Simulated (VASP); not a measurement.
# CdTe (F-43m) in VASP: phonons with LDA

Aim: the phonons of CdTe with LDA.

All numbers are computed with VASP 6.6.1; they aren't measurements. Logs are shortened: lines on timing, memory, paths and dates and some standing lists are left out, and cuts for length are marked.

## 1. The structure

The structure is cubic, space group F-43m (No. 216). The conventional cell has a = 6.410 Å, b = 6.410 Å, c = 6.410 Å, α = 90.00°, β = 90.00°, γ = 90.00°. Cd (site symmetry -43m) has 4 Te at 2.78 Å as nearest neighbours. Te (site symmetry -43m) is surrounded by 4 Cd at 2.78 Å.

## 2. Phonons, LDA

POSCAR reads:

```
CdTe
1.0
    0.0000000000      3.2050000000      3.2050000000
    3.2050000000      0.0000000000      3.2050000000
    3.2050000000      3.2050000000      0.0000000000
Cd Te
1 1
Direct
    0.0000000000      0.0000000000      0.0000000000
    0.2500000000      0.2500000000      0.2500000000
```

INCAR.step1 reads:

```
SYSTEM = CdTe
PREC = Accurate
ENCUT = 600
EDIFF = 1E-8
ISMEAR = 0
SIGMA = 0.02
LREAL = .False.
LASPH = .True.
NELM = 100
ALGO = Normal
ISIF = 3
LWAVE = .False.
LCHARG = .False.
GGA = CA
IBRION = 2
NSW = 40
EDIFFG = -0.002
```

INCAR.step2 reads:

```
SYSTEM = CdTe
PREC = Accurate
ENCUT = 600
EDIFF = 1E-8
ISMEAR = 0
SIGMA = 0.02
LREAL = .False.
LASPH = .True.
NELM = 100
ALGO = Normal
ISIF = 2
LWAVE = .False.
LCHARG = .False.
GGA = CA
IBRION = 8
NSW = 1
```

KPOINTS reads:

```
regular mesh
0
Gamma
  8 8 8
  0 0 0
```

Potentials or basis: VASP PAW LDA potentials, release 64 (Cd, Te).

Started as:

```bash
cat potpaw_LDA.64/Cd/POTCAR potpaw_LDA.64/Te/POTCAR > POTCAR
cp INCAR.step1 INCAR
mpirun -np 1 vasp_std > vasp.out
cp CONTCAR POSCAR
cp INCAR.step2 INCAR
mpirun -np 1 vasp_std > vasp.out
```

OUTCAR:

```text
SYSTEM = CdTe
   PREC = Accurate
   ENCUT = 600
   EDIFF = 1E-8
   ISMEAR = 0
   LREAL = .False.
   LASPH = .True.
   NELM = 100
   ISIF = 2
   GGA = CA
   IBRION = 8
   NSW = 1

 ion  position               nearest neighbor table
   1  0.000  0.000  0.000-   2 2.78   2 2.78   2 2.78   2 2.78
   2  0.250  0.250  0.250-   1 2.78   1 2.78   1 2.78   1 2.78

  LATTYP: Found a face centered cubic cell.
 ALAT       =     6.4194537772

  Lattice vectors:

 A1 = (   0.0000000000,   3.2097268886,   3.2097268886)
 A2 = (   3.2097268886,   0.0000000000,   3.2097268886)
 A3 = (   3.2097268886,   3.2097268886,   0.0000000000)

Analysis of symmetry for initial positions (statically):
=====================================================================
 Subroutine PRICEL returns:
 Original cell was already a primitive cell.

 Routine SETGRP: Setting up the symmetry group for a
 face centered cubic supercell.

 Subroutine GETGRP returns: Found 24 space group operations
 (whereof 24 operations were pure point group operations)
 out of a pool of 48 trial point group operations.

The static configuration has the point symmetry T_d .

Analysis of symmetry for dynamics (positions and initial velocities):
=====================================================================
 Subroutine PRICEL returns:
 Original cell was already a primitive cell.

 Routine SETGRP: Setting up the symmetry group for a
 face centered cubic supercell.

 Subroutine GETGRP returns: Found 24 space group operations
 (whereof 24 operations were pure point group operations)
 out of a pool of 48 trial point group operations.

The dynamic configuration has the point symmetry T_d .

 Subroutine INISYM returns: Found 24 space group operations
 (whereof 24 operations are pure point group operations),
 and found     1 'primitive' translations

----------------------------------------------------------------------------------------

                                     Primitive cell

  volume of cell :      66.1354

  direct lattice vectors                    reciprocal lattice vectors
     0.000000000  3.209726889  3.209726889    -0.155776494  0.155776494  0.155776494
     3.209726889  0.000000000  3.209726889     0.155776494 -0.155776494  0.155776494
     3.209726889  3.209726889  0.000000000     0.155776494  0.155776494 -0.155776494

  length of vectors
     4.539239297  4.539239297  4.539239297     0.269812801  0.269812801  0.269812801

  position of ions in fractional coordinates (direct lattice)
     0.000000000  0.000000000  0.000000000
     0.250000000  0.250000000  0.250000000

  ion indices of the primitive-cell ions
   primitive index   ion index
                 1           1
                 2           2

----------------------------------------------------------------------------------------

 KPOINTS: regular mesh

Automatic generation of k-mesh.
 Grid dimensions read from file:
 generate k-points for:    8    8    8

 Generating k-lattice:

  Cartesian coordinates                     Fractional coordinates (reciprocal lattice)
    -0.019472062  0.019472062  0.019472062     0.125000000  0.000000000  0.000000000
     0.019472062 -0.019472062  0.019472062     0.000000000  0.125000000  0.000000000
     0.019472062  0.019472062 -0.019472062     0.000000000  0.000000000  0.125000000

  Length of vectors
     0.033726600  0.033726600  0.033726600

  Shift w.r.t. Gamma in fractional coordinates (k-lattice)
     0.000000000  0.000000000  0.000000000

 Subroutine IBZKPT returns following result:
 ===========================================

 Found     29 irreducible k-points:

 Following reciprocal coordinates:
            Coordinates               Weight
  0.000000  0.000000  0.000000      1.000000
  0.125000  0.000000  0.000000      8.000000
  0.250000  0.000000  0.000000      8.000000
  0.375000  0.000000  0.000000      8.000000
  0.500000  0.000000  0.000000      4.000000
  0.125000  0.125000  0.000000      6.000000
[... 16 lines left out ...]
  0.500000  0.250000  0.125000     48.000000
 -0.375000  0.250000  0.125000     24.000000
 [... further k-points ...]
   k-points           NKPTS =     29   k-points in BZ     NKDIM =     29   number of bands    NBANDS=     13
   number of dos      NEDOS =    301   number of ions     NIONS =      2
   total plane-waves  NPLWV =  46656
   dimension x,y,z NGX =    36 NGY =   36 NGZ =   36
   dimension x,y,z NGXF=    72 NGYF=   72 NGZF=   72
   ions per type =               1   1
[... 22 lines left out ...]
   PSTRESS=    0.0 pullay stress
   NELECT =      18.0000    total number of electrons
   NUPDOWN=      -1.0000    fix difference up-down
   EMIN   =  10.00;   EMAX   =-10.00  energy-range for DOS
   EFERMI =   0.00;   METHOD = LEGACY
   ISMEAR =     0;   SIGMA  =   0.02  broadening in eV -4-tet -1-fermi 0-gaus
   EFERMI_NEDOS =   21; number of points for ismear=-14 and -15
   IALGO  =     38    algorithm
   IMIX   =      4    mixing-type and parameters
     AMIX     =   0.40;   BMIX     =  1.00
     AMIX_MAG =   1.60;   BMIX_MAG =  1.00
  volume/ion in A,a.u.               =      33.07       223.15
  Fermi-wavevector in a.u.,A,eV,Ry     =   1.060932  2.004871 15.314404  1.125577
  Thomas-Fermi vector in A             =   2.196330
   LORBIT       =      0    0 simple, 1 ext, 2 COOP (PROOUT), +10 PAW based schemes
   GGA     = CA    functional components
   LHFCALC =     F    Hartree Fock is set to
   AEXX    =    0.0000 exact exchange contribution
   IVDW    =     0    specifies the selected vdW correction
   LEPSILON=     F    determine dielectric tensor
   LRPA    =     F    only Hartree local field effects (RPA)
 non-spin polarized calculation
 Gauss-broadening in eV      SIGMA  =   0.02
  energy-cutoff  :      600.00
  volume of cell :       66.14
 maximum number of plane-waves:      2229
   NGX = 19   NGY = 19   NGZ = 19

--------------------------------------- Ionic step        1  -------------------------------------------

 number of electron      17.9999995 magnetization

 Free energy of the ion-electron system (eV)
  ---------------------------------------------------
  ext. energy  EPLUGINS =         0.00000000
  ---------------------------------------------------
  free energy    TOTEN  =        -6.05087362 eV

  energy without entropy =       -6.05087362  energy(sigma->0) =       -6.05087362

 E-fermi :   2.5691     XC(G=0):  -9.0706

 val. band max:        2.4236251475   @ k =   0.0000   0.0000   0.0000
 cond. band min:       3.0631516730   @ k =   0.0000   0.0000   0.0000
 fundamental gap:      0.6395265255
 Fermi energy:         2.5691373246

 k-point     1 :       0.0000    0.0000    0.0000
  band No.  band energies     occupation
      1      -8.9849      2.00000
      2      -5.9722      2.00000
      3      -5.9722      2.00000
      4      -5.9722      2.00000
      5      -5.6863      2.00000
      6      -5.6863      2.00000
      7       2.4236      2.00000
      8       2.4236      2.00000
      9       2.4236      2.00000
     10       3.0632      0.00000
     11       6.9047      0.00000
     12       6.9047      0.00000
     13       6.9047      0.00000
[... 354 lines left out ...]
  band No.  band energies     occupation
      1      -8.4875      2.00000
      2      -5.8763      2.00000
      3      -5.8618      2.00000
      4      -5.7050      2.00000
      5      -5.6812      2.00000
      6      -5.2156      2.00000
      7      -2.0370      2.00000
      8       0.2149      2.00000
      9       1.0642      2.00000
     10       5.5997      0.00000
     11       6.8582      0.00000
     12       8.3392      0.00000
     13       9.5436      0.00000

 [... further k-points ...]

------------------------ aborting loop because EDIFF is reached ----------------------------------------

  FORCE on cell =-STRESS in cart. coord.  units (eV):
  Direction    XX          YY          ZZ          XY          YZ          ZX
  --------------------------------------------------------------------------------------
  -------------------------------------------------------------------------------------
  Total       -0.0007104     -0.0007104     -0.0007104      0.0000000      0.0000000      0.0000000
  in kB       -0.0172107     -0.0172107     -0.0172107      0.0000000      0.0000000      0.0000000
  external PRESSURE =      -0.0172107 kB  Pullay stress =       0.0000000 kB

 VOLUME and BASIS-vectors are now :
 -----------------------------------------------------------------------------
  energy-cutoff  :      600.00
  volume of cell :       66.14
      direct lattice vectors                 reciprocal lattice vectors
     0.000000000  3.209726889  3.209726889    -0.155776494  0.155776494  0.155776494
     3.209726889  0.000000000  3.209726889     0.155776494 -0.155776494  0.155776494
     3.209726889  3.209726889  0.000000000     0.155776494  0.155776494 -0.155776494

 POSITION                                       TOTAL-FORCE (eV/Angst)
 -----------------------------------------------------------------------------------
      0.00000      0.00000      0.00000         0.000000      0.000000      0.000000
      1.60486      1.60486      1.60486        -0.000000     -0.000000     -0.000000
 -----------------------------------------------------------------------------------
    total drift:                                0.000000      0.000000      0.000000

  FREE ENERGIE OF THE ION-ELECTRON SYSTEM (eV)
  ---------------------------------------------------
  free  energy   TOTEN  =        -6.0508736221 eV

  energy  without entropy=       -6.0508736221  energy(sigma->0) =       -6.05087362

[... ionic steps 2 to 3 ...]

--------------------------------------- Ionic step        4  -------------------------------------------

------------------------ aborting loop because EDIFF is reached ----------------------------------------

[... ionic steps 5 to 6 ...]

--------------------------------------- Ionic step        7  -------------------------------------------

 Free energy of the ion-electron system (eV)
  ---------------------------------------------------
  ---------------------------------------------------
  free energy    TOTEN  =        -0.04963072 eV

  energy without entropy =       -0.04963072

------------------------ aborting loop because EDIFF is reached ----------------------------------------

 INTERNAL STRAIN TENSOR  FOR ION    2  DIRECTION 1   (eV/Angst):
 -----------------------------------------------------------------------------
     0.01289  0.00000  0.00000
     0.00000 -0.00385 -6.17086
     0.00000 -6.17086 -0.00385

 INTERNAL STRAIN TENSOR FOR ION    2 for displacements in x,y,z  (eV/Angst):
          X           Y           Z          XY          YZ          ZX
  --------------------------------------------------------------------------------
  x     0.00000     0.00000     0.00000     0.00000    -6.17086     0.00000
  y     0.00000     0.00000     0.00000     0.00000     0.00000    -6.17086
  z     0.00000     0.00000     0.00000    -6.17086     0.00000     0.00000

 SECOND DERIVATIVES (NOT SYMMETRIZED)
 ------------------------------------
               1X          1Y          1Z          2X          2Y          2Z
  1X    -4.836710    0.000000    0.000000    4.836710    0.000000    0.000000
  1Y     0.000000   -4.836710    0.000000    0.000000    4.836710    0.000000
  1Z     0.000000    0.000000   -4.836710    0.000000    0.000000    4.836710
  2X     4.867807    0.000000    0.000000   -4.867807    0.000000    0.000000
  2Y     0.000000    4.867807    0.000000    0.000000   -4.867807    0.000000
  2Z     0.000000    0.000000    4.867807    0.000000    0.000000   -4.867807

 Eigenvectors and eigenvalues of the dynamical matrix
 ----------------------------------------------------

   1 f  =    4.454152 THz    27.986263 2PiTHz  148.574519 cm-1    18.420884 meV
             X         Y         Z           dx          dy          dz
      0.000000  0.000000  0.000000     0.000000    0.728043    0.000000
      1.604863  1.604863  1.604863     0.000000   -0.685532    0.000000
[... 21 lines left out ...]
   6 f/i=    0.007124 THz     0.044758 2PiTHz    0.237614 cm-1     0.029460 meV
             X         Y         Z           dx          dy          dz
      0.000000  0.000000  0.000000     0.000000    0.000000   -0.685532
      1.604863  1.604863  1.604863     0.000000    0.000000   -0.728043

--------------------------------------------------------------------------------------------------------

 ELASTIC MODULI CONTR FROM IONIC RELAXATION (kBar)
 Direction    XX          YY          ZZ          XY          YZ          ZX
 --------------------------------------------------------------------------------
 XX          -0.0000     -0.0000     -0.0000      0.0000      0.0000      0.0000
 YY          -0.0000     -0.0000     -0.0000      0.0000     -0.0000      0.0000
 ZZ          -0.0000     -0.0000     -0.0000      0.0000     -0.0000      0.0000
 XY           0.0000      0.0000      0.0000   -197.7554      0.0000     -0.0000
 YZ           0.0000     -0.0000     -0.0000      0.0000   -197.7554     -0.0000
 ZX           0.0000      0.0000      0.0000     -0.0000     -0.0000   -197.7554
 --------------------------------------------------------------------------------
```

Run time: 2.5 min. Hardware: 1 thread of Intel Xeon 6975P-C (Granite Rapids), shared host; peak memory 0.39 GiB.

Results:

- Relaxed volume: 33.07 Å³/atom
- Relaxed cell: a = 4.539 Å, b = 4.539 Å, c = 4.539 Å, α = 60.00°, β = 60.00°, γ = 60.00°
- Space group after relaxing (to 0.05 Å): F-43m (No. 216)
- Highest phonon frequency at Γ, LO-TO splitting left out: 149 cm⁻¹

The path:
| step | energy change (eV) | largest force (eV/Å) | pressure (GPa) | volume (Å³) |
| --- | --- | --- | --- | --- |
| 1 | 0.0000 | 0.0000 | 0.20 | 65.84 |
| 2 | -0.0002 | 0.0000 | -0.08 | 66.25 |
| 3 | -0.0002 | 0.0000 | 0.00 | 66.14 |

Final structure:
```xyz
2
Lattice="0.0000 3.2097 3.2097 3.2097 0.0000 3.2097 3.2097 3.2097 0.0000" Properties=species:S:1:pos:R:3 pbc="T T T"
Cd    0.0000    0.0000    0.0000
Te    1.6049    1.6049    1.6049
```

Phonon frequencies in cm⁻¹ (negative: imaginary):
```csv
q point,frequencies
"(0.000, 0.000, 0.000)",0 0 0 149 149 149
```

The run has no spin-orbit coupling, so splittings on Te are missing.
